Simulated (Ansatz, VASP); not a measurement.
**Two plane-wave programs on AlN**

INCAR

```
SYSTEM = AlN
ALGO = Normal
EDIFF = 1E-7
ENCUT = 520
GGA = PE
ISIF = 2
ISMEAR = 0
LASPH = .TRUE.
LCHARG = .FALSE.
LREAL = .FALSE.
LWAVE = .FALSE.
NBANDS = 16
NELM = 60
PREC = Accurate
SIGMA = 0.05
```

KPOINTS

```
k-points
0
G
  12 12 6
  0 0 0
```

POSCAR

```
AlN
1.0
    3.1110021516      0.0000000000      0.0000000000
   -1.5555010758      2.6942068945      0.0000000000
    0.0000000000      0.0000000000      4.9033300000
Al N
2 2
Direct
    0.3333333333      0.6666666667      0.0000000000
    0.6666666667      0.3333333333      0.5000000000
    0.3333333333      0.6666666667      0.3850000000
    0.6666666667      0.3333333333      0.8850000000
```

Input for Ansatz:

```yaml
crystal:
  lattice:
    - [3.1110021516, 0.0, 0.0]
    - [-1.5555010758, 2.6942068945, 0.0]
    - [0.0, 0.0, 4.90333]
  atoms:
    - { symbol: Al, position: [0.3333333333, 0.6666666667, 0.0] }
    - { symbol: Al, position: [0.6666666667, 0.3333333333, 0.5] }
    - { symbol: "N", position: [0.3333333333, 0.6666666667, 0.385] }
    - { symbol: "N", position: [0.6666666667, 0.3333333333, 0.885] }
basis:
  ecutwfc: 420
kpoints:
  mp_grid: { grid: [12, 12, 6] }
hamiltonian:
  xc: pbe
scf:
  occupations: { method: gaussian, width: 0.05 }
output:
  forces: true
  stress: true
  eigenvalues: true
```

Change from the starting cell: strain +0.000 along x and y, -0.015 along z, atoms carried along.

Alike in both runs: task single point; functional PBE; k mesh 12 × 12 × 6; occupations gaussian, width 0.05 eV; no spin polarisation.

|  | VASP | Ansatz |
| --- | --- | --- |
| version | VASP 6.6.1 | Ansatz 0.2.0 |
| potentials or method | VASP PAW PBE potentials, release 64 (Al, N) | scalar-relativistic, plane waves, PAW |
| plane-wave cutoff (eV) | 520 | 420 |
| valence electrons in the cell | 16 | 16 |

VASP gave:

| Item | Value |
| --- | --- |
| gap on the k mesh at the Fermi level (eV) | 4.26 |
| least direct gap on the mesh (eV) | 4.26 |
| pressure (GPa) | 6.9 |
| largest component of the traceless stress (GPa) | 2.69 |
| rms of the force components (eV/Å) | 0.008 |

Task: What did Ansatz give for the same quantities?

Result: gap on the k mesh at the Fermi level (eV): 4.25; least direct gap on the mesh (eV): 4.25; pressure (GPa): 7.1; largest component of the traceless stress (GPa): 2.61; rms of the force components (eV/Å): 0.008.

Atom by atom the forces differ by 0.000 eV/Å (rms over components). With one functional, cell and mesh, what is left measures potentials, basis and numerics.

A k mesh can miss the band edges.
